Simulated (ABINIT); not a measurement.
Au, 1 atom in the cell. Symmetry: Fm-3m, No. 225, cubic system. The conventional cell has a = 4.070 Å, b = 4.070 Å, c = 4.070 Å, α = 90.00°, β = 90.00°, γ = 90.00°. Au (site symmetry m-3m) is surrounded by 12 Au at 2.88 Å. 

```yaml
Program: ABINIT 10.8.3 (patched build)
Task: band structure
Functional: LDA-VWN
Potentials_or_basis: JTH PAW LDA v2.0
Cutoff: 680 eV
k_mesh: 11 × 11 × 11
Occupations: fermi-dirac, width 0.05 eV
Spin: no spin polarisation
Fine-grid_cutoff: 1278.94 eV
```

Potentials or basis: JTH PAW LDA v2.0.

The run is started by

```sh
$ abinit run.abi > log 2>&1
```

Hardware: 1 thread of Arm Neoverse V1, on a shared host.

Problem. Estimate the wall time of this run.

Solution. It took 70 s on 1 thread of Arm Neoverse V1 (shared host), peak memory 0.11 GiB. Counts: scf iterations 21, k points 56, bands 10, plane waves 690.
